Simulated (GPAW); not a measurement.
TiC:

```
Ti C
1.0
     0.00000    2.16572    2.16572
     2.16572    0.00000    2.16572
     2.16572    2.16572    0.00000
Ti C
1 1
Direct
  0.00000 0.00000 0.00000
  0.50000 0.50000 0.50000
```

The cell is a database's computed one.

- Program: GPAW 26.7.0
- Task: relaxation of cell and atoms
- Functional: PBEsol
- Dispersion: D4
- Potentials or basis: PAW data sets generated in the run's folder for this functional
- Cutoff: 800 eV
- Basis: pw
- k mesh: 11 × 11 × 11
- Occupations: fermi-dirac, width 0.05 eV
- Spin: no spin polarisation

At the start: pressure -8.5 GPa; volume 10.16 Å³/atom.

Question: How do energy, volume and symmetry change on relaxing?

Answer: Over 3 steps the energy falls by 7.9 meV/atom and the volume is 9.82 Å³/atom (-3.3 %); space group Fm-3m (No. 225, to 0.05 Å).

The path:
| step | energy change (eV) | largest force (eV/Å) | pressure (GPa) | volume (Å³) |
| --- | --- | --- | --- | --- |
| 1 | 0.0000 | 0.0000 | -8.53 | 20.32 |
| 2 | -0.0096 | 0.0000 | -5.69 | 20.08 |
| 3 | -0.0158 | 0.0000 | 0.21 | 19.64 |

Final structure:
```xyz
2
Lattice="0.0001 2.1413 2.1413 2.1413 0.0001 2.1413 2.1413 2.1413 0.0001" Properties=species:S:1:pos:R:3 pbc="T T T"
Ti    0.0000    0.0000    0.0000
C     2.1414    2.1414    2.1414
```

Caveat: later steps reuse the first step's grids; pairwise dispersion overbinds metals, which lowers pressure and volume.
